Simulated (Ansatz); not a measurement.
**CaS (Fm-3m): volume and gaps against pressure**

```
CELL_PARAMETERS angstrom
2.81717 2.81717 0.00000
-2.81717 2.81717 0.00000
0.00000 2.81717 2.81717
ATOMIC_POSITIONS crystal
Ca 0.00000 0.00000 0.00000
S 0.50000 0.50000 0.00000
```

This is the zero-pressure cell under PBEsol. Cell and atoms are relaxed by PAW (default files of Ansatz 0.2.0, cutoff 420 eV, stress met within about 0.05 GPa) at each pressure, in this structure whether or not another phase would take over; P is the pressure reached, less that of this cell (which was relaxed on a denser, smeared mesh). Levels come from PBEsol, all-electron LAPW in Ansatz 0.2.0, scalar-relativistic; k mesh 8×8×8, fixed occupations, basis error target 0.5 meV/atom. Conduction levels are in eV over the valence top (at Γ), at fixed fractional wave vectors. Zone-centre phonons come from finite displacements by PAW, without the LO-TO term.

```csv
P (GPa),V/V₀,X,L,T1u TO (cm⁻¹)
-2.01,1.0357,2.247,5.040,212.3
0.00,1.0000,2.161,5.108,229.9
2.04,0.9694,2.077,5.167,245.5
4.02,?,?,?,?
6.99,0.9106,1.887,5.278,277.1
10.03,0.8818,1.778,5.331,293.5
15.03,0.8424,1.608,5.400,316.9
```

Question: Fit the third-order Birch-Murnaghan equation to the rows shown.

Answer: With f = [(V₀/V)^(2/3) − 1]/2, the normalised pressure F = P/[3f(1 + 2f)^(5/2)] is 61.3 GPa at f = -0.0116, 61.6 GPa at f = 0.0105, 61.9 GPa at f = 0.0322, 62.0 GPa at f = 0.0437, 62.1 GPa at f = 0.0606. The line F = B₀[1 + (3/2)(B′ − 4)f] gives B₀ = 61.4 GPa and B′ = 4.1.

Question: What are the volume deformation potentials and pressure coefficients of these levels at zero pressure?

Answer: 

```
level  dE/dlnV (eV)  dE/dP = −(dE/dlnV)/B₀ (meV/GPa)  mean slope up to 2.0 GPa (meV/GPa)
    X          2.57                            -41.9                               -40.9
    L         -1.92                             31.3                                28.8
```

dE/dlnV is the slope of a cubic fit in ln V at V₀. The last column is read from two rows and shows how the slope bends with pressure. A level that another band crosses inside the range is left out of the tables.

Question: What mode Grüneisen parameters follow?

Answer: γ = −d ln ω/d ln V at V₀ from a quadratic fit in ln V: T1u 2.17.

Question: What belongs in the row at 4.02 GPa?

Answer: The fits give V/V₀ = 0.9436 and X = 1.999 eV. Computed: V/V₀ = 0.9437, X = 1.999, L = 5.216, T1u TO (cm⁻¹) = 259.1.

Keep in mind: no other phase was computed; many crystals of this kind change structure within this range, and rows or crossings beyond such a change describe a metastable lattice; the frozen-core PAW files of the relaxations were fitted under PBE, their cores solved anew for this functional; semilocal gaps are low, and the spacing of valleys can be off by tenths of an eV; levels are read at fixed fractional k, so an edge that moves off these points is missed.
